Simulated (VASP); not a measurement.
Li: relaxation of cell and atoms with PBEsol

Li:

```
CELL_PARAMETERS angstrom
-1.73925 1.73925 1.73925
1.73925 -1.73925 1.73925
1.73925 1.73925 -1.73925
ATOMIC_POSITIONS crystal
Li 0.00000 0.00000 0.00000
```

```json
{"Program": "VASP 6.6.1", "Task": "relaxation of cell and atoms", "Functional": "PBEsol", "Potentials or basis": "VASP PAW PBE potentials, release 64 (Li_sv)", "Cutoff": "600 eV", "k mesh": "6 × 6 × 6", "Occupations": "gaussian, width 0.1 eV", "Spin": "no spin polarisation", "Further INCAR settings": "ALGO = Normal; EDIFF = 1e-07; IBRION = 2; EDIFFG = -0.005; NSW = 90; ISIF = 3"}
```

```
Relaxed volume                         : 20.28 Å³/atom
Relaxed cell                           : a = 2.976 Å, b = 2.976 Å, c = 2.976 Å, α = 109.47°, β = 109.47°, γ = 109.47°
Space group after relaxing (to 0.05 Å) : Im-3m (No. 229)
Energy gained by relaxing              : 1.3 meV/atom
Ionic steps                            : 3
Pressure after relaxing                : 0.0 GPa
Band gap on the k mesh                 : none (metal or under the smearing width)
```

The path:
```csv
step,energy change (eV),largest force (eV/Å),pressure (GPa),volume (Å³)
1,0.0000,0.0000,-0.48,21.05
2,-0.0005,0.0000,-0.38,20.85
3,-0.0013,0.0000,-0.03,20.28
```

Final structure:
```
Li
1.0
    -1.71804    1.71804    1.71804
     1.71804   -1.71804    1.71804
     1.71804    1.71804   -1.71804
Li
1
Direct
  0.00000 0.00000 0.00000
```

Levels at points of the mesh, in eV from the Fermi level:
```
           k point  band 1  band 2  band 3  band 4  band 5
(0.00, 0.00, 0.00)  -45.93   -3.58   14.60   14.60   14.60
(0.50, 0.00, 0.00)  -45.91    0.22    3.24   10.35   11.82
(0.50, 0.50, 0.50)  -45.90    5.50    5.50    5.50    7.74
```

Wall time 2.5 s on 1 thread of Intel(R) Xeon(R) 6975P-C (Granite Rapids), with other jobs on the host, peak memory 0.12 GiB.

Caveat: the k mesh is coarse (spacing up to 0.43 Å⁻¹), so the values aren't converged; the cutoff is under 1.25 times the usual one of these potentials, so pressure, stress and relaxed cells hold a basis-set (Pulay) error; the PAW data sets were made with another functional, which shifts forces and pressure a little.
